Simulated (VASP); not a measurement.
# Ga (C2/c) in VASP: further runs

One crystal, Ga, is run at these levels: PBE; tasks: relaxation of cell and atoms.

Everything below comes from runs of VASP 6.6.1. Logs are shortened: lines on timing, memory, paths and dates and some standing lists are left out, and cuts for length are marked.

### Step 1. The structure

It takes space group C2/c (No. 15, monoclinic). The conventional cell has a = 2.766 Å, b = 8.053 Å, c = 3.332 Å, α = 90.00°, β = 92.02°, γ = 90.00°. Around Ga (site symmetry 2) lie 8 Ga at 2.69 to 2.92 Å.

This isn't the form of Ga at room conditions, which is orthorhombic.

### Step 2. Relaxation of cell and atoms, PBE

File INCAR:

```
PREC     = Accurate       # precision mode
ENCUT    = 520            # plane-wave cutoff, eV
EDIFF    = 1E-6           # SCF threshold, eV
ISMEAR   = 0              # smearing method
SIGMA    = 0.1            # smearing width, eV
LREAL    = F              # projectors in reciprocal space
LASPH    = T              # aspherical terms in the spheres
NELM     = 120            # most SCF steps
ALGO     = Normal         # electronic algorithm
ISIF     = 3              # what is computed and relaxed
LWAVE    = F              # write WAVECAR
LCHARG   = F              # write CHGCAR
GGA      = PE             # functional
IBRION   = 2              # ionic algorithm
NSW      = 90             # ionic steps
EDIFFG   = -0.01          # ionic threshold
```

File KPOINTS:

```
Automatic mesh
0
Gamma
  17 17 13
```

File POSCAR:

```
Ga
1.0
    1.3830000000     -4.0265000000      0.0000000000
    1.3830000000      4.0265000000      0.0000000000
   -0.1174474900      0.0000000000      3.3299294400
Ga
2
Direct
    0.8690000000      0.1310000000      0.2500000000
    0.1310000000      0.8690000000      0.7500000000
```

Potentials or basis: VASP PAW PBE potentials, release 64 (Ga_d).

Started as:

```sh
$ cat potpaw_PBE.64/Ga_d/POTCAR > POTCAR
$ mpirun -np 1 vasp_std > vasp.out
```

OUTCAR:

```text
PREC = Accurate
   ENCUT = 520
   EDIFF = 1E-6
   ISMEAR = 0
   LREAL = F
   LASPH = T
   NELM = 120
   ISIF = 3
   GGA = PE
   IBRION = 2
   NSW = 90
   EDIFFG = -0.01

 ion  position               nearest neighbor table
   1  0.869  0.131  0.250-   2 2.69   2 2.69   2 2.86   2 2.86   2 2.92   2 2.92
   2  0.131  0.869  0.750-   1 2.69   1 2.69   1 2.86   1 2.86   1 2.92   1 2.92

  LATTYP: Found a base centered monoclinic cell.
 ALAT       =     2.7660000000
 B/A-ratio  =     2.9114244396
 C/A-ratio  =     1.2046276205
 COS(beta)  =    -0.0352483464

  Lattice vectors:

 A1 = (   1.3830000000,  -4.0265000000,   0.0000000000)
 A2 = (   1.3830000000,   4.0265000000,   0.0000000000)
 A3 = (  -0.1174474900,   0.0000000000,   3.3299294400)

Analysis of symmetry for initial positions (statically):
=====================================================================
 Subroutine PRICEL returns:
 Original cell was already a primitive cell.

 Routine SETGRP: Setting up the symmetry group for a
 base centered monoclinic supercell.

 Subroutine GETGRP returns: Found  4 space group operations
 (whereof  2 operations were pure point group operations)
 out of a pool of  4 trial point group operations.

The static configuration has the point symmetry S_2 .
 The point group associated with its full space group is C_2h.

Analysis of symmetry for dynamics (positions and initial velocities):
=====================================================================
 Subroutine PRICEL returns:
 Original cell was already a primitive cell.

 Routine SETGRP: Setting up the symmetry group for a
 base centered monoclinic supercell.

 Subroutine GETGRP returns: Found  4 space group operations
 (whereof  2 operations were pure point group operations)
 out of a pool of  4 trial point group operations.

The dynamic configuration has the point symmetry S_2 .
 The point group associated with its full space group is C_2h.

 Subroutine INISYM returns: Found  4 space group operations
 (whereof  2 operations are pure point group operations),
 and found     1 'primitive' translations

----------------------------------------------------------------------------------------

                                     Primitive cell

  volume of cell :      37.0864

[... 111 lines left out ...]
  Thomas-Fermi vector in A             =   2.571487
   LORBIT       =      0    0 simple, 1 ext, 2 COOP (PROOUT), +10 PAW based schemes
   GGA     = PE    functional components
   LHFCALC =     F    Hartree Fock is set to
   AEXX    =    0.0000 exact exchange contribution
   IVDW    =     0    specifies the selected vdW correction
   LEPSILON=     F    determine dielectric tensor
   LRPA    =     F    only Hartree local field effects (RPA)
 conjugate gradient relaxation of ions
 non-spin polarized calculation
 Gauss-broadening in eV      SIGMA  =   0.10
  energy-cutoff  :      520.00
  volume of cell :       37.09
 maximum number of plane-waves:      1014
   NGX = 15   NGY = 15   NGZ = 13

--------------------------------------- Ionic step        1  -------------------------------------------

 number of electron      26.0000006 magnetization

 Free energy of the ion-electron system (eV)
  ---------------------------------------------------
  ext. energy  EPLUGINS =         0.00000000
  ---------------------------------------------------
  free energy    TOTEN  =        -5.77366496 eV

  energy without entropy =       -5.77026923  energy(sigma->0) =       -5.77196710

------------------------ aborting loop because EDIFF is reached ----------------------------------------

  FORCE on cell =-STRESS in cart. coord.  units (eV):
  Direction    XX          YY          ZZ          XY          YZ          ZX
  --------------------------------------------------------------------------------------
  -------------------------------------------------------------------------------------
  Total        0.4326214      0.4558849      0.3767230      0.0000000      0.0000000      0.0430228
  in kB       18.6897584     19.6947673     16.2748820      0.0000000      0.0000000      1.8586356
  external PRESSURE =      18.2198025 kB  Pullay stress =       0.0000000 kB
[... 89 lines left out ...]
  FREE ENERGIE OF THE ION-ELECTRON SYSTEM (eV)
  ---------------------------------------------------
  free  energy   TOTEN  =        -5.7842794946 eV

  energy  without entropy=       -5.7805251221  energy(sigma->0) =       -5.78240231

[... ionic steps 4 to 10 ...]

--------------------------------------- Ionic step       11  -------------------------------------------

 number of electron      26.0000011 magnetization

------------------------ aborting loop because EDIFF is reached ----------------------------------------
[... 67 lines left out ...]
--------------------------------------- Ionic step       13  -------------------------------------------

 number of electron      26.0000012 magnetization

 Free energy of the ion-electron system (eV)
  ---------------------------------------------------
  ext. energy  EPLUGINS =         0.00000000
  ---------------------------------------------------
  free energy    TOTEN  =        -5.78759829 eV

  energy without entropy =       -5.78464264  energy(sigma->0) =       -5.78612046

 E-fermi :   5.3700     XC(G=0): -10.8869

 val. band max:        5.3668039119   @ k =  -0.1176   0.4706   0.4615
 cond. band min:       5.3719011771   @ k =  -0.4706   0.1176   0.4615
 fundamental gap:      0.0050972652
 Fermi energy:         5.3699849555

 k-point     1 :       0.0000    0.0000    0.0000
  band No.  band energies     occupation
      1      -9.7581      2.00000
      2      -9.7552      2.00000
      3      -9.6997      2.00000
      4      -9.6962      2.00000
      5      -9.4674      2.00000
      6      -9.4671      2.00000
[... 457 lines left out ...]
      4      -9.6620      2.00000
      5      -9.4818      2.00000
      6      -9.4769      2.00000
[... 9 lines left out ...]
     16      12.7486      0.00000
     17      14.6242      0.00000

 [... further k-points ...]

------------------------ aborting loop because EDIFF is reached ----------------------------------------

  FORCE on cell =-STRESS in cart. coord.  units (eV):
  Direction    XX          YY          ZZ          XY          YZ          ZX
  --------------------------------------------------------------------------------------
  -------------------------------------------------------------------------------------
  Total        0.0048453     -0.0048379      0.0132188      0.0000000      0.0000000      0.0009457
  in kB        0.2023288     -0.2020182      0.5519901      0.0000000      0.0000000      0.0394922
  external PRESSURE =       0.1841003 kB  Pullay stress =       0.0000000 kB
[... 17 lines left out ...]
  FREE ENERGIE OF THE ION-ELECTRON SYSTEM (eV)
  ---------------------------------------------------
  free  energy   TOTEN  =        -5.7875982858 eV

  energy  without entropy=       -5.7846426374  energy(sigma->0) =       -5.78612046

 reached required accuracy - stopping structural energy minimisation
```

OSZICAR:

```text
N       E                     dE             d eps       ncg     rms          rms(c)
DAV:   1     0.110480364290E+03    0.11048E+03   -0.14017E+04 34943   0.290E+03
DAV:   2     0.108954923015E+01   -0.10939E+03   -0.10810E+03 36235   0.365E+02
DAV:   3    -0.573885405401E+01   -0.68284E+01   -0.67928E+01 39029   0.885E+01
[... 97 lines left out ...]
DAV:   3    -0.578764582189E+01    0.15105E-02   -0.13486E-03 48663   0.762E-01    0.505E-02
DAV:   4    -0.578759689983E+01    0.48922E-04   -0.38797E-04 37431   0.225E-01    0.721E-03
DAV:   5    -0.578760041194E+01   -0.35121E-05   -0.73640E-05 37998   0.136E-01    0.675E-03
DAV:   6    -0.578759826959E+01    0.21423E-05   -0.11880E-05 36902   0.611E-02    0.742E-04
DAV:   7    -0.578759828582E+01   -0.16225E-07   -0.31200E-07 19191   0.670E-03
  13 F= -.57875983E+01 E0= -.57861205E+01  d E =-.128741E-03
```

CONTCAR:

```text
Ga
   1.00000000000000
     1.4132823949843598   -4.0652732697307785    0.0245234673626954
     1.4132823949843598    4.0652732697307785    0.0245234673626954
    -0.0615817738028785    0.0000000000000000    3.3379895459521620
  Ga
     2
Direct
     0.8655542458455621    0.1344457541544380    0.2500000000000000
     0.1344457541544380    0.8655542458455621    0.7500000000000000

  0.00000000E+00  0.00000000E+00  0.00000000E+00
  0.00000000E+00  0.00000000E+00  0.00000000E+00
```

Run time: 22 min. Hardware: 1 thread of Intel Xeon 6975P-C (Granite Rapids), shared host; peak memory 0.64 GiB.

Results:

| Item | Value |
| --- | --- |
| Free energy | -5.7876 eV |
| Relaxed volume | 19.18 Å³/atom |
| Relaxed cell | a = 4.304 Å, b = 4.304 Å, c = 3.339 Å, α = 90.02°, β = 90.02°, γ = 141.65° |
| Space group after relaxing (to 0.05 Å) | Cmcm (No. 63) |
| Energy gained by relaxing | 7.0 meV/atom |
| Ionic steps | 13 |
| Pressure after relaxing | 0.0 GPa |
| Largest force after relaxing | 0.005 eV/Å |
| Band gap on the k mesh | none (metal or under the smearing width) |

Forces in eV/Å, atoms in the order of the input:
```
Ga   0.000  0.005  0.000
Ga   0.000 -0.005  0.000
```

Step by step:
| step | energy change (eV) | largest force (eV/Å) | pressure (GPa) | volume (Å³) |
| --- | --- | --- | --- | --- |
| 1 | 0.0000 | 0.2080 | 1.82 | 37.09 |
| 2 | -0.0101 | 0.1119 | 0.19 | 38.23 |
| 3 | -0.0106 | 0.0808 | -0.33 | 38.66 |
| 4 | -0.0106 | 0.0866 | -0.26 | 38.60 |
| 5 | -0.0118 | 0.0491 | -0.21 | 38.50 |
| 6 | -0.0128 | 0.0405 | 0.13 | 38.29 |
| 7 | -0.0128 | 0.0266 | 0.05 | 38.32 |
| 8 | -0.0134 | 0.0195 | 0.04 | 38.32 |
| 9 | -0.0135 | 0.0149 | 0.10 | 38.32 |
| 10 | -0.0135 | 0.0136 | 0.07 | 38.32 |
| 11 | -0.0137 | 0.0032 | -0.04 | 38.40 |
| 12 | -0.0138 | 0.0055 | -0.14 | 38.48 |
| 13 | -0.0139 | 0.0047 | 0.02 | 38.37 |

Final structure:
```cif
data_structure
_symmetry_space_group_name_H-M 'P 1'
_symmetry_Int_Tables_number 1
_cell_length_a 4.3040
_cell_length_b 4.3040
_cell_length_c 3.3386
_cell_angle_alpha 90.021
_cell_angle_beta 90.021
_cell_angle_gamma 141.655
_cell_volume 38.37
loop_
_atom_site_label
_atom_site_type_symbol
_atom_site_fract_x
_atom_site_fract_y
_atom_site_fract_z
_atom_site_occupancy
Ga1 Ga 0.86555 0.13445 0.25000 1
Ga2 Ga 0.13445 0.86555 0.75000 1
```

### Step 3. Relaxation of cell and atoms, PBE

This run uses another cell than the first one, of 19.18 Å³/atom, 1.035 times its volume.

INCAR, as its differences from that of step 2:

```diff
@@ -2,3 +2,3 @@
 ENCUT    = 520            # plane-wave cutoff, eV
-EDIFF    = 1E-6           # SCF threshold, eV
+EDIFF    = 1E-7           # SCF threshold, eV
 ISMEAR   = 0              # smearing method
@@ -14,3 +14,4 @@
 IBRION   = 2              # ionic algorithm
-NSW      = 90             # ionic steps
-EDIFFG   = -0.01          # ionic threshold
+NSW      = 60             # ionic steps
+EDIFFG   = -0.005         # ionic threshold
+POTIM    = 0.3            # step
```

KPOINTS is that of step 2.

File POSCAR:

```
Ga                                      
1.0
    1.4132823950     -4.0652732697      0.0245234674
    1.4132823950      4.0652732697      0.0245234674
   -0.0615817738      0.0000000000      3.3379895460
  Ga            
     2
Direct
     0.8655542458455621    0.1344457541544380    0.2500000000000000
     0.1344457541544380    0.8655542458455621    0.7500000000000000
```

Potentials or basis: VASP PAW PBE potentials, release 64 (Ga_d).

Started as:

```sh
$ cat potpaw_PBE.64/Ga_d/POTCAR > POTCAR
$ mpirun -np 1 vasp_std > vasp.out
```

Wall time 8.3 min (1 thread of Intel Xeon 6975P-C (Granite Rapids), shared host); peak memory 0.63 GiB.

The run converged. Its results:

| Item | Value |
| --- | --- |
| Free energy | -5.7877 eV |
| Relaxed volume | 19.18 Å³/atom |
| Relaxed cell | a = 4.301 Å, b = 4.301 Å, c = 3.339 Å, α = 90.01°, β = 90.01°, γ = 141.63° |
| Space group after relaxing (to 0.05 Å) | Cmcm (No. 63) |
| Energy gained by relaxing | 0.0 meV/atom |
| Ionic steps | 5 |
| Pressure after relaxing | 0.0 GPa |
| Band gap on the k mesh | none (metal or under the smearing width) |

Final structure:
```
Ga
1.0
     1.41319   -4.06261    0.02476
     1.41319    4.06261    0.02476
    -0.06104    0.00000    3.33888
Ga
2
Direct
  0.86550 0.13450 0.25000
  0.13450 0.86550 0.75000
```

Levels at points of the mesh, in eV from the Fermi level:
```
           k point  band 11  band 12  band 13  band 14  band 15  band 16
(0.00, 0.00, 0.00)   -11.02    -1.97    -1.64     1.78     5.49     8.84
```

### Step 4. Relaxation of cell and atoms, PBE

This run uses another cell than the first one, of 18.68 Å³/atom, 1.008 times its volume.

INCAR, as its differences from that of step 3:

```diff
@@ -2,3 +2,3 @@
 ENCUT    = 520            # plane-wave cutoff, eV
-EDIFF    = 1E-7           # SCF threshold, eV
+EDIFF    = 1E-6           # SCF threshold, eV
 ISMEAR   = 0              # smearing method
@@ -14,4 +14,3 @@
 IBRION   = 2              # ionic algorithm
-NSW      = 60             # ionic steps
-EDIFFG   = -0.005         # ionic threshold
-POTIM    = 0.3            # step
+NSW      = 90             # ionic steps
+EDIFFG   = -0.01          # ionic threshold
```

File KPOINTS:

```
Automatic mesh
0
Gamma
  16 16 14
```

File POSCAR:

```
Ga
1.0
    1.4500000000     -4.0650000000      0.0000000000
    1.4500000000      4.0650000000      0.0000000000
    0.0000000000      0.0000000000      3.1700000000
Ga
2
Direct
    0.8670000000      0.1330000000      0.2500000000
    0.1330000000      0.8670000000      0.7500000000
```

Potentials or basis: VASP PAW PBE potentials, release 64 (Ga_d).

Started as:

```sh
$ cat potpaw_PBE.64/Ga_d/POTCAR > POTCAR
$ mpirun -np 1 vasp_std > vasp.out
```

OUTCAR:

```text
PREC = Accurate
   ENCUT = 520
   EDIFF = 1E-6
   ISMEAR = 0
   LREAL = F
   LASPH = T
   NELM = 120
   ISIF = 3
   GGA = PE
   IBRION = 2
   NSW = 90
   EDIFFG = -0.01

 ion  position               nearest neighbor table
   1  0.867  0.133  0.250-   2 2.68   2 2.68   2 2.87   2 2.87   2 2.87   2 2.87
   2  0.133  0.867  0.750-   1 2.68   1 2.68   1 2.87   1 2.87   1 2.87   1 2.87

  LATTYP: Found a base centered orthorhombic cell.
 ALAT       =     2.9000000000
 B/A-ratio  =     2.8034482759
 C/A-ratio  =     1.0931034483

  Lattice vectors:

 A1 = (   1.4500000000,  -4.0650000000,   0.0000000000)
 A2 = (   1.4500000000,   4.0650000000,   0.0000000000)
 A3 = (   0.0000000000,   0.0000000000,   3.1700000000)

[... 367 lines left out ...]
  free energy    TOTEN  =        -5.78545923 eV

  energy without entropy =       -5.78165466  energy(sigma->0) =       -5.78355695

 E-fermi :   5.4031     XC(G=0): -10.8859

 val. band max:        5.4027730177   @ k =   0.1875   0.1250   0.2143
 cond. band min:       5.4072057733   @ k =   0.5000  -0.0000   0.0000
 fundamental gap:      0.0044327556
 Fermi energy:         5.4031365405

 k-point     1 :       0.0000    0.0000    0.0000
  band No.  band energies     occupation
      1      -9.7678      2.00000
      2      -9.7646      2.00000
      3      -9.7164      2.00000
      4      -9.7082      2.00000
      5      -9.4699      2.00000
      6      -9.4668      2.00000
[... 457 lines left out ...]
      4      -9.6942      2.00000
      5      -9.4733      2.00000
      6      -9.4725      2.00000
[... 9 lines left out ...]
     16      14.2783      0.00000
     17      15.8246      0.00000

 [... further k-points ...]

------------------------ aborting loop because EDIFF is reached ----------------------------------------

  FORCE on cell =-STRESS in cart. coord.  units (eV):
  Direction    XX          YY          ZZ          XY          YZ          ZX
  --------------------------------------------------------------------------------------
  -------------------------------------------------------------------------------------
  Total        0.0114795      0.0119421      0.0143665      0.0000000      0.0000000      0.0000000
  in kB        0.4793036      0.4986196      0.5998427      0.0000000      0.0000000      0.0000000
  external PRESSURE =       0.5259220 kB  Pullay stress =       0.0000000 kB
[... 17 lines left out ...]
  FREE ENERGIE OF THE ION-ELECTRON SYSTEM (eV)
  ---------------------------------------------------
  free  energy   TOTEN  =        -5.7854592297 eV

  energy  without entropy=       -5.7816546624  energy(sigma->0) =       -5.78355695

 reached required accuracy - stopping structural energy minimisation
```

Run time: 16 min. Hardware: 1 thread of Intel Xeon 6975P-C (Granite Rapids), shared host; peak memory 0.45 GiB.

Results:

| Quantity | Value |
| --- | --- |
| Free energy | -5.7855 eV |
| Relaxed volume | 19.19 Å³/atom |
| Relaxed cell | a = 4.280 Å, b = 4.280 Å, c = 3.382 Å, α = 90.00°, β = 90.00°, γ = 141.72° |
| Space group after relaxing (to 0.05 Å) | Cmcm (No. 63) |
| Energy gained by relaxing | 14.8 meV/atom |
| Ionic steps | 19 |
| Pressure after relaxing | 0.1 GPa |
| Band gap on the k mesh | none (metal or under the smearing width) |

Forces on the atoms (eV/Å):
```
Ga   0.000  0.002  0.000
Ga   0.000 -0.002  0.000
```

Step by step:
```tsv
step	energy change (eV)	largest force (eV/Å)	pressure (GPa)	volume (Å³)
1	0.0000	0.1989	1.65	37.37
2	-0.0137	0.0678	0.18	38.42
3	-0.0156	0.0206	-0.32	38.85
4	-0.0158	0.0030	-0.45	39.02
5	-0.0192	0.0359	-0.25	38.85
6	-0.0252	0.1365	0.10	38.33
7	-0.0276	0.0686	0.23	38.26
8	-0.0277	0.0580	0.04	38.24
9	-0.0293	0.0045	0.10	38.28
10	-0.0293	0.0142	0.13	38.28
11	-0.0293	0.0308	0.14	38.29
12	-0.0293	0.0183	0.08	38.28
13	-0.0295	0.0137	-0.01	38.38
14	-0.0295	0.0121	0.00	38.41
15	-0.0295	0.0088	-0.14	38.49
16	-0.0295	0.0109	-0.17	38.45
17	-0.0295	0.0116	-0.11	38.43
18	-0.0296	0.0014	0.10	38.35
19	-0.0296	0.0021	0.05	38.37
```

Final structure:
```
Ga
1.0
     1.40331   -4.04314    0.00000
     1.40331    4.04314    0.00000
     0.00000    0.00000    3.38158
Ga
2
Direct
  0.86601 0.13399 0.25000
  0.13399 0.86601 0.75000
```

PBE usually gives volumes a little too large and moduli too small. Zero-point motion and thermal expansion aren't in these numbers.
